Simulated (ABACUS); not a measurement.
H: equation of state with PBE

Crystal: H.

```
H
1.0
    -1.69153    1.69153    2.05847
     1.69153   -1.69153    2.05847
     1.69153    1.69153   -2.05847
H
2
Direct
  0.09014 0.09014 0.00000
  0.90986 0.90986 0.00000
```

```json
{
 "Program": "ABACUS 3.10.1",
 "Task": "equation of state",
 "Functional": "PBE",
 "Potentials or basis": "PseudoDojo NC SR 0.4.1 PBE standard",
 "Cutoff": "993 eV",
 "Density cutoff": "3973 eV",
 "Basis": "plane waves",
 "k mesh": "11 × 11 × 11",
 "Occupations": "fermi-dirac, width 0.05 eV",
 "Spin": "no spin polarisation",
 "Radial cutoff of the potentials (pseudo_rcut)": "10 bohr",
 "SCF threshold on the density": "1e-08",
 "Max SCF steps": "100",
 "Eigensolver": "dav",
 "Mixing": "broyden",
 "Mixing share": "0.7",
 "Symmetry key": "1",
 "Bands": "5"
}
```

- Equilibrium volume: 12.36 Å³/atom
- Bulk modulus at fixed shape and positions: 14.9 GPa
- Pressure derivative of the bulk modulus: 2.8

Energy against volume, from the lowest point:
| volume (Å³/atom) | energy (meV/atom) |
| --- | --- |
| 11.073 | 7.13 |
| 11.309 | 4.62 |
| 11.544 | 2.70 |
| 11.780 | 1.31 |
| 12.015 | 0.42 |
| 12.251 | 0.00 |
| 12.487 | 0.01 |

All runs of the series together: 29 s on 4 threads of Intel(R) Xeon(R) Platinum 8488C (Sapphire Rapids) (shared host).

Caveat: the cell was scaled at fixed shape and fractional positions, which overstates the stiffness of a crystal with free parameters, most of all of layers and chains.
